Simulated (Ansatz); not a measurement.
Runs of Ansatz 0.2.0 on Si2W. Symmetry: I4/mmm, No. 139, tetragonal system. Conventional cell: a = 3.214 Å, b = 3.214 Å, c = 7.830 Å, α = 90.00°, β = 90.00°, γ = 90.00°. Around W (site symmetry 4/mmm) lie 10 Si at 2.62 Å. Si (site symmetry 4mm) is surrounded by 5 Si at 2.59 to 2.63 Å and 5 W at 2.62 Å. 

```csv
level,cutoff (eV),gap on the mesh (eV),pressure (GPa),largest force (eV/Å)
BLYP,420,none,12.2,(c)
PBE,420,none,3.3,(b)
r2SCAN0,500,none,-5.4,0.20
r2SCAN,500,none,-1.2,0.06
LDA,420,none,-5.8,0.09
HSE06,420,none,-2.3,0.11
RPBE,420,none,6.1,0.08
PBEsol,420,none,(a),0.01
PBE0,420,none,-2.6,0.12
revPBE,420,none,5.3,0.07
```

Alike in all rows: task projected density of states; potentials or basis Ansatz PAW; no spin polarisation; cell as given; k mesh 7 × 7 × 7; smearing fermi-dirac 0.05 eV; the mesh is coarse, so values aren't converged.

Q: Fill in the values left out.

A: (a) -2.0; (b) 0.04; (c) 0.03.

Caveats: all runs use coarse meshes; the PAW data sets come from PBE, with cores solved anew for the run's functional, which leaves a small shift of forces and pressure (some runs); the thresholds are loose for stress (some runs).

A k mesh can miss the band edges, and the runs leave out spin-orbit coupling on W.

A gap of «none» marks a metal or a gap under the smearing width.
